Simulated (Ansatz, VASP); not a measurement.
# Ga3As3H4 (GaAs wire along [110], 24 atoms a period, H-terminated) in two plane-wave programs

Wanted: the spread between two codes on one cell, functional and k mesh. The structure shown is the start of the Ansatz relaxation below; VASP solves that cell, so the two are compared at the walk's first step.

Method: plane waves, with VASP 6.6.1 beside it; single point at PBE, in Ansatz 0.2.0.

**1. The structure**

The cell holds 40 atoms: 16 H, 12 Ga and 12 As. Its edges and angles: a = 21.545 Å, b = 19.545 Å, c = 4.066 Å, α = 90.0°, β = 90.0°, γ = 90.0°. Vacuum lies along a and b. The structure's axis is c.

**2. Ansatz: relaxation, PBE**

Ansatz runs on its PAW soft_1 files.

The two programs are compared at the cell with which this relaxation starts, whose forces are those of its first step.

File input.yaml:

```yaml
crystal:
  lattice:
    - [21.545, 0.0, 0.0]
    - [0.0, 19.545, 0.0]
    - [0.0, 0.0, 4.0658639918]
  atoms:
    - { symbol: H, position: [0.157809236, 0.38198332, 0.0] }
    - { symbol: Ga, position: [0.200149149, 0.44798816, 0.0] }
    - { symbol: As, position: [0.4003116, 0.343975267, 0.0] }
    - { symbol: H, position: [0.424692504, 0.173957534, 0.0] }
    - { symbol: Ga, position: [0.467032417, 0.239962374, 0.0] }
    - { symbol: Ga, position: [0.467032417, 0.44798816, 0.0] }
    - { symbol: As, position: [0.667194868, 0.343975267, 0.0] }
    - { symbol: H, position: [0.708730858, 0.279223683, 0.0] }
    - { symbol: Ga, position: [0.733915685, 0.44798816, 0.0] }
    - { symbol: H, position: [0.225333976, 0.656013946, 0.188732898] }
    - { symbol: H, position: [0.776255598, 0.656013946, 0.317291626] }
    - { symbol: As, position: [0.266869966, 0.656013946, 0.5] }
    - { symbol: As, position: [0.266869966, 0.44798816, 0.5] }
    - { symbol: H, position: [0.29125087, 0.277970427, 0.5] }
    - { symbol: H, position: [0.29125087, 0.826031679, 0.5] }
    - { symbol: Ga, position: [0.333590783, 0.343975267, 0.5] }
    - { symbol: Ga, position: [0.333590783, 0.552001053, 0.5] }
    - { symbol: Ga, position: [0.333590783, 0.760026839, 0.5] }
    - { symbol: As, position: [0.533753234, 0.239962374, 0.5] }
    - { symbol: As, position: [0.533753234, 0.656013946, 0.5] }
    - { symbol: As, position: [0.533753234, 0.44798816, 0.5] }
    - { symbol: H, position: [0.558134138, 0.826031679, 0.5] }
    - { symbol: H, position: [0.575289225, 0.17521079, 0.5] }
    - { symbol: Ga, position: [0.600474051, 0.343975267, 0.5] }
    - { symbol: Ga, position: [0.600474051, 0.552001053, 0.5] }
    - { symbol: Ga, position: [0.600474051, 0.760026839, 0.5] }
    - { symbol: As, position: [0.800636502, 0.44798816, 0.5] }
    - { symbol: H, position: [0.842172492, 0.383236577, 0.5] }
    - { symbol: H, position: [0.842172492, 0.512739744, 0.5] }
    - { symbol: H, position: [0.776255598, 0.656013946, 0.682708374] }
    - { symbol: H, position: [0.225333976, 0.656013946, 0.811267102] }
    - { symbol: H, position: [0.157809236, 0.513993, 0.0] }
    - { symbol: As, position: [0.4003116, 0.552001053, 0.0] }
    - { symbol: As, position: [0.4003116, 0.760026839, 0.0] }
    - { symbol: H, position: [0.441847591, 0.824778423, 0.0] }
    - { symbol: Ga, position: [0.467032417, 0.656013946, 0.0] }
    - { symbol: As, position: [0.667194868, 0.552001053, 0.0] }
    - { symbol: As, position: [0.667194868, 0.760026839, 0.0] }
    - { symbol: H, position: [0.708730858, 0.824778423, 0.0] }
    - { symbol: Ga, position: [0.733915685, 0.656013946, 0.0] }
kpoints:
  mp_grid: { grid: [1, 1, 20] }
scf:
  occupations: { method: fermi_dirac, width: 0.05 }
hamiltonian:
  xc: pbe
  pseudopotentials: { kind: paw, azcp: { folder: soft_1 } }
relax:
  cell: { fix: [a, b, alpha, beta, gamma] }
  max_steps: 45
  f_tol: 0.03
```

Launch:

```sh
> ansatz run input.yaml --threads 8 --pin off --max-ram 16384MiB --backend cpu --events-out ev --progress --plain --runs-dir out
```

Numbers of over 12 decimals in the logs are rounded to 6 here.

The log of the run:

```text
Engine: ansatz 0.2.0, aarch64-unknown-linux-gnu
Pseudopotentials: kind: paw
Pseudopotential: H, paw, valence charge 1, recommended cutoff 420 eV (normal), soft_1/H.paw.azcp
Pseudopotential: Ga, paw, valence charge 13, recommended cutoff 420 eV (normal), soft_1/Ga.paw.azcp
Pseudopotential: As, paw, valence charge 15, recommended cutoff 420 eV (normal), soft_1/As.paw.azcp
Functional definition: PBE
  parameter kappa = 0.804
  parameter beta = 0.066725
  exchange = pbe_x(kappa = kappa, mu = beta*pi^2/3)
  correlation = pbe_c(beta = beta)
Crystal: 40 atoms, lattice volume = 1712.123 Å³
Basis set: ecut = 420 eV, 33501 PW (Γ), exchange–correlation on 300×270×60 points (8 copies of the dense FFT grid, shifted against one another)
Bands: 216, of which v1, the nominal top of the filled ones, is band 176 counted from 1 (175 counted from 0)
Symmetry: 2 space group operations
Space group: Pm (ITA 6), of the structure as read, at distance tolerance 1.2e-4 Å
k-points: 11 of 20
Non-local potential: H, projectors of the file, l = 0: 2, l = 1: 1
Non-local potential: Ga, projectors of the file, l = 0: 2, l = 1: 2, l = 2: 3, l = 3: 1
Non-local potential: As, projectors of the file, l = 0: 2, l = 1: 2, l = 2: 3, l = 3: 1
PAW form: soft (Blöchl's): semilocal exchange-correlation on the pseudo side does not see the compensation charge
PAW one-centre angular grid: H, 110 points (default); XC on 64 Gauss nodes
PAW one-centre angular grid: Ga, 590 points (default); XC on 64 Gauss nodes
PAW one-centre angular grid: As, 590 points (default); XC on 64 Gauss nodes
Initial density: superposition of atomic densities (neutral atoms: chi_scale 0, normalization atom)
Initial wavefunctions: pseudopotential atomic-orbital guess
Functional: x = pbe(κ = 0.804, μ = 0.219515), c = pbe(β = 0.066725)
SCF iter   1: F=—  HF=-103931.142688 eV  |F-HF|=—  |Δ(HF+E_count)|=         —  Δρ=3.37e-2  dr2=2.14e1  ethr=3.10e-3  ⟨swp⟩=6.0  Hψ=9368  notcnv=0  defer=134
preconditioner: auto → Resta (q_TF=auto, 2.096 Å⁻¹)  ε∞=2.0  [insulator: Δε(μ)=1.548 eV  Ē_g=13.678 eV  σ=0.050 eV  W_gap=1.00  n_scr=284 (ndim 8)  ℏωp=13.7 eV  f_vac=0.546  D(μ)=0.00/eV (n_scr^D=0)  ε∞_Penn≈2.0  vacuum switching on, ρ_ref=1.4e-2 e/Å³]
SCF iter   2: F=—  HF=-103925.940406 eV  |F-HF|=—  |Δ(HF+E_count)|=    5.20e0  Δρ=1.57e-2  dr2=4.44e0  ethr=3.10e-3  ⟨swp⟩=3.0  Hψ=3305  notcnv=0  defer=368
preconditioner: auto → LDOS  [insulator: Δε(μ)=0.146 eV  Ē_g=13.860 eV  σ=0.050 eV  W_gap=0.62  n_scr=284 (ndim 8)  ℏωp=13.7 eV  f_vac=0.558  D(μ)=0.85/eV (n_scr^D=2)  ε∞_Penn≈2.0  β→1.0]
SCF iter   3: F=—  HF=-103926.453788 eV  |F-HF|=—  |Δ(HF+E_count)|=   5.13e-1  Δρ=7.29e-3  dr2=6.86e0  ethr=1.26e-3  ⟨swp⟩=3.4  Hψ=4255  notcnv=0  defer=309
SCF iter   4: F=—  HF=-103925.243060 eV  |F-HF|=—  |Δ(HF+E_count)|=    1.21e0  Δρ=3.51e-3  dr2=1.66e0  ethr=1.26e-3  ⟨swp⟩=4.3  Hψ=6408  notcnv=0  defer=315
SCF iter   5: F=—  HF=-103925.048100 eV  |F-HF|=—  |Δ(HF+E_count)|=   1.95e-1  Δρ=1.77e-3  dr2=2.11e-1  ethr=4.72e-4  ⟨swp⟩=3.7  Hψ=2561  notcnv=0  defer=315
SCF iter   6: F=—  HF=-103925.034708 eV  |F-HF|=—  |Δ(HF+E_count)|=   1.34e-2  Δρ=6.08e-4  dr2=3.56e-2  ethr=6.01e-5  ⟨swp⟩=2.5  Hψ=2990  notcnv=0  defer=311
SCF iter   7: F=—  HF=-103925.030060 eV  |F-HF|=—  |Δ(HF+E_count)|=   4.65e-3  Δρ=3.03e-4  dr2=8.69e-3  ethr=1.01e-5  ⟨swp⟩=2.0  Hψ=2878  notcnv=0  defer=311
SCF iter   8: F=—  HF=-103925.029121 eV  |F-HF|=—  |Δ(HF+E_count)|=   9.39e-4  Δρ=1.46e-4  dr2=5.90e-4  ethr=2.47e-6  ⟨swp⟩=2.0  Hψ=2423  notcnv=0  defer=311
SCF iter   9: F=—  HF=-103925.029264 eV  |F-HF|=—  |Δ(HF+E_count)|=   1.43e-4  Δρ=6.33e-5  dr2=1.11e-4  ethr=1.68e-7  ⟨swp⟩=2.0  Hψ=2725  notcnv=0  defer=311
SCF iter  10: F=—  HF=-103925.029281 eV  |F-HF|=—  |Δ(HF+E_count)|=   1.62e-5  Δρ=2.93e-5  dr2=2.37e-5  ethr=3.15e-8  ⟨swp⟩=2.0  Hψ=2569  notcnv=0  defer=311
SCF iter  11: F=—  HF=-103925.029334 eV  |F-HF|=—  |Δ(HF+E_count)|=   5.32e-5  Δρ=1.25e-5  dr2=2.14e-6  ethr=6.74e-9  ⟨swp⟩=2.0  Hψ=2811  notcnv=0  defer=311
SCF iter  12: F=—  HF=-103925.029336 eV  |F-HF|=—  |Δ(HF+E_count)|=   2.62e-6  Δρ=5.90e-6  dr2=5.13e-7  ethr=6.09e-10  ⟨swp⟩=2.0  Hψ=2555  notcnv=0  defer=311
SCF iter  13: F=—  HF=-103925.029337 eV  |F-HF|=—  |Δ(HF+E_count)|=   1.01e-6  Δρ=2.72e-6  dr2=1.06e-7  ethr=1.46e-10  ⟨swp⟩=2.0  Hψ=2555  notcnv=0  defer=311
SCF iter  14: F=-103925.029338 eV  HF=-103925.029338 eV  |F-HF|=6.71e-8  |Δ(HF+E_count)|=   2.93e-7  Δρ=1.12e-6  dr2=1.65e-8  ethr=2.84e-11  ⟨swp⟩=4.0  Hψ=6551  notcnv=0
SCF 1 converged in 14 iterations: F = -103925.029338 eV  dr2 = 1.65e-8
  greatest PAW one-centre occupation: 0.999 electrons in one spin orbital (limit 2), on the As atom at site 11 (counted from 0), in its partial waves of l = 2
[...]
SCF iter   4: F=—  HF=-103926.096286 eV  |F-HF|=—  |Δ(HF+E_count)|=   5.36e-4  Δρ=3.10e-6  dr2=1.96e-7  ethr=9.54e-10  ⟨swp⟩=2.1  Hψ=3700  notcnv=0  defer=5
SCF iter   5: F=—  HF=-103926.096314 eV  |F-HF|=—  |Δ(HF+E_count)|=   2.81e-5  Δρ=8.68e-7  dr2=2.61e-8  ethr=5.56e-11  ⟨swp⟩=2.7  Hψ=2939  notcnv=0  defer=6
SCF iter   6: F=—  HF=-103926.096315 eV  |F-HF|=—  |Δ(HF+E_count)|=   5.90e-7  Δρ=4.11e-7  dr2=4.53e-9  ethr=7.41e-12  ⟨swp⟩=2.0  Hψ=3468  notcnv=0  defer=6
[...]
SCF converged after 8 iterations
Free energy (F): -103926.096316 eV
Harris-Foulkes:  -103926.096316 eV  (|F-HF|=6.73e-8)
Internal energy: -103926.096238 eV  (E = F + TS)
E sigma→0 (E₀):  -103926.096277 eV
Entropy (-TS):   -0.000078 eV (-0.002 meV/atom)
Fermi energy:    -0.101546 eV
--- Per-component energies (eV) ---
  E_band       = -6767.898089
  E_kinetic    = 2707.743223
  E_local      = -237526.110462  (includes V_loc(G=0)·N_el)
  E_nonlocal   = -5825.882040
  E_hartree    = 120920.263421
  E_xc         = -1736.006170
  E_vxc        = -1724.857758  (∫ρ·V_xc dr)
  E_paw        = -48066.241071  (= ΣΔE_a)
  E_vpaw       = -6239.299449  (= ΣTr[D̂ρ^β])
  E_aug_tail   = -0.017793  (compensation charges beyond the density's cutoff)
  E_ewald      = 65600.154654
  E_smearing   = -0.000078  (= −TS)
  E_closure    = -0.000000  (closes the sum)
  Σ components = -103926.096316   (vs F -103926.096316, Δ=0.00e0)
--- Forces (eV/Å), atoms counted from 1 ---
  atom   1  H     -0.01183619    -0.01270951     0.00000000
  atom   2  Ga     0.01282405     0.00311688    -0.00000000
  atom   3  As     0.00520443     0.00035342    -0.00000000
  atom   4  H     -0.00514385     0.00199707     0.00000000
  atom   5  Ga     0.00205138    -0.00261493    -0.00000000
  atom   6  Ga     0.00220799     0.00242049    -0.00000000
  atom   7  As     0.00006688     0.00000511    -0.00000000
  atom   8  H     -0.00219421     0.00161542     0.00000000
  atom   9  Ga     0.00000520    -0.00237798    -0.00000000
  atom  10  H      0.00452798    -0.00318208     0.00698570
  atom  11  H     -0.00257794    -0.00263966    -0.00555764
  atom  12  As    -0.01666639     0.00872051     0.00000000
  atom  13  As    -0.00318774    -0.00449700     0.00000000
  atom  14  H     -0.00711745     0.00379528     0.00000000
  atom  15  H     -0.00245549    -0.00448937     0.00000000
  atom  16  Ga     0.00167533    -0.00199679    -0.00000000
  atom  17  Ga     0.00412401     0.00219069    -0.00000000
  atom  18  Ga     0.00009783    -0.00994192    -0.00000000
  atom  19  As     0.00411505     0.00548293    -0.00000000
  atom  20  As    -0.00501407     0.01149506     0.00000000
  atom  21  As     0.00091943    -0.00026065    -0.00000000
  atom  22  H     -0.00689876    -0.00649234     0.00000000
  atom  23  H     -0.00337457     0.00112225     0.00000000
  atom  24  Ga    -0.00004395    -0.00353791     0.00000000
[...]
atom  33  As     0.00216629    -0.00393411    -0.00000000
  atom  34  As     0.00304318     0.01080615    -0.00000000
  atom  35  H      0.00319678    -0.00255483    -0.00000000
  atom  36  Ga     0.00572016    -0.00137586    -0.00000000
  atom  37  As     0.00158851    -0.00277311    -0.00000000
  atom  38  As    -0.00126117    -0.00427462     0.00000000
  atom  39  H     -0.00558216     0.00003304     0.00000000
  atom  40  Ga     0.00786457     0.01011214    -0.00000000
  max |Σ_I F_I| component: 9.37e-7 eV/Å
--- Stress (GPa, compression-positive) ---
       -0.015769       0.002825       0.000000
        0.002825      -0.005514       0.000000
        0.000000       0.000000       0.008482
  P = ⅓ Tr σ = -0.0043 GPa (-0.043 kbar)
--- Relaxed structure (10 steps of the walk, 10 accepted, 1 SCFs on fresh bases) ---
  F+E_penalty+E_count = -103926.09631613 eV   max|allowed force component| = 1.667e-2 eV/Å   (the final SCF, on the basis selected at the relaxed cell)
  cell:  # Å, volume = 1746.6260 Å³
    - [21.545, 0, 0]
    - [0, 19.545, 0]
    - [0, 0, 4.147799]
  atoms:
    - { symbol: H, position: [0.150304, 0.397846, 4.4163380260532154e-18] }
    - { symbol: Ga, position: [0.199661, 0.456544, 2.88373075367307e-19] }
    - { symbol: As, position: [0.398978, 0.341074, 7.855279486196145e-19] }
    - { symbol: H, position: [0.429624, 0.165989, -2.9001799025047977e-18] }
    - { symbol: Ga, position: [0.463014, 0.237083, 2.3650660907008405e-18] }
    - { symbol: Ga, position: [0.465970, 0.442510, 6.264828661130754e-19] }
    - { symbol: As, position: [0.662703, 0.350165, 2.6439677668094086e-18] }
    - { symbol: H, position: [0.707275, 0.289406, 8.577090933252633e-19] }
    - { symbol: Ga, position: [0.726085, 0.455439, 4.6078198514978025e-18] }
    - { symbol: H, position: [0.231971, 0.652082, 0.229138] }
    - { symbol: H, position: [0.779561, 0.653495, 0.321194] }
    - { symbol: As, position: [0.279335, 0.651014, 0.500000] }
    - { symbol: As, position: [0.265411, 0.440858, 0.500000] }
    - { symbol: H, position: [0.295726, 0.268356, 0.500000] }
    - { symbol: H, position: [0.289585, 0.828234, 0.500000] }
    - { symbol: Ga, position: [0.331786, 0.338091, 0.500000] }
    - { symbol: Ga, position: [0.336475, 0.536424, 0.500000] }
    - { symbol: Ga, position: [0.333554, 0.764711, 0.500000] }
    - { symbol: As, position: [0.529375, 0.244080, 0.500000] }
    - { symbol: As, position: [0.534105, 0.656523, 0.500000] }
    - { symbol: As, position: [0.532582, 0.448704, 0.500000] }
    - { symbol: H, position: [0.558015, 0.828808, 0.500000] }
    - { symbol: H, position: [0.574465, 0.183807, 0.500000] }
    - { symbol: Ga, position: [0.596359, 0.345050, 0.500000] }
    - { symbol: Ga, position: [0.599695, 0.552305, 0.500000] }
    - { symbol: Ga, position: [0.599605, 0.762789, 0.500000] }
    - { symbol: As, position: [0.791985, 0.452396, 0.500000] }
    - { symbol: H, position: [0.838730, 0.394125, 0.500000] }
    - { symbol: H, position: [0.837066, 0.511990, 0.500000] }
    - { symbol: H, position: [0.779561, 0.653495, 0.678806] }
    - { symbol: H, position: [0.231971, 0.652082, 0.770862] }
    - { symbol: H, position: [0.180597, 0.534462, -1.3405148809049943e-17] }
    - { symbol: As, position: [0.401603, 0.548064, -7.586659559013918e-19] }
    - { symbol: As, position: [0.397472, 0.751324, 1.6719052131344068e-18] }
    - { symbol: H, position: [0.438999, 0.814353, 1.6772589203455155e-18] }
    - { symbol: Ga, position: [0.469383, 0.650449, -1.3816349238624968e-18] }
    - { symbol: As, position: [0.665477, 0.559607, 1.0120714439612134e-18] }
    - { symbol: As, position: [0.663836, 0.750896, 1.977523658466999e-18] }
    - { symbol: H, position: [0.701081, 0.817394, 4.501887707443669e-18] }
    - { symbol: Ga, position: [0.743516, 0.657892, -5.6464125197550865e-18] }
```

The column dr2 measures how far the density is from self-consistency, as an energy; F and HF (Harris–Foulkes) agree once it is small.

(Continued in part 2 of 2.)

[Lines on the potential files, build, host, timing and source positions are cut from VASP's logs without a mark.]

[Logs are printed without paths, hosts, clocks, repeated set-up lines and the standing remarks that a program may print on its own settings, such as how far it seeks lower states.]

[Hosts, paths, dates, database ids (printed as entryN), source tags and the programs' standing remarks are cut or masked in the printed files.]
